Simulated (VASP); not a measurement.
Write the native input for VASP 6.6.1 that does the following.

```
Task                   : single point
Functional             : BLYP
Potentials or basis    : VASP PAW PBE potentials, release 64 (Al)
Cutoff                 : 520 eV
k mesh                 : 13 × 13 × 13
Occupations            : fermi-dirac, width 0.1 eV
Spin                   : no spin polarisation
Dipole correction      : no
Further INCAR settings : ALGO = Normal; EDIFF = 1e-07; NBANDS = 8
```

The structure of Al lies in POSCAR:

```
Al
1.0
    2.8953697246      0.0000000000      0.0000000000
    0.0000000000      2.8953697246      0.0000000000
    0.0000000000      0.0000000000      2.8953697246
Al
1
Direct
    0.0000000000      0.0000000000      0.0000000000
```

This isn't the form of Al at room conditions, which is fcc.

The input as run:

INCAR

```
SYSTEM = Al
  PREC = Accurate
  ENCUT = 520
  EDIFF = 1E-7
  ISMEAR = -1
  SIGMA = 0.1
  LREAL = .FALSE.
  LASPH = .TRUE.
  NELM = 60
  ALGO = Normal
  ISIF = 2
  LWAVE = .FALSE.
  LCHARG = .FALSE.
  GGA = B5
  ALDAX = 1.0
  AGGAX = 1.0
  AGGAC = 1.0
  ALDAC = 0.0
  NBANDS = 8
```

KPOINTS

```
regular mesh
0
G
  13 13 13
  0 0 0
```

Potentials or basis: VASP PAW PBE potentials, release 64 (Al).

The run is started by

```console
$ cat potpaw_PBE.64/Al/POTCAR > POTCAR
$ mpirun -np 1 vasp_std > vasp.out
```

It gave:

```json
{"Pressure": "-3.5 GPa", "Band gap on the k mesh": "none (metal or under the smearing width)"}
```

Caveat: the PAW data sets were made with another functional, which shifts forces and pressure a little.

Run time: 13 s on 1 thread of Intel(R) Xeon(R) Platinum 8259CL CPU @ 2.50GHz (Skylake/Cascade Lake), on a shared host, peak memory 0.13 GiB.
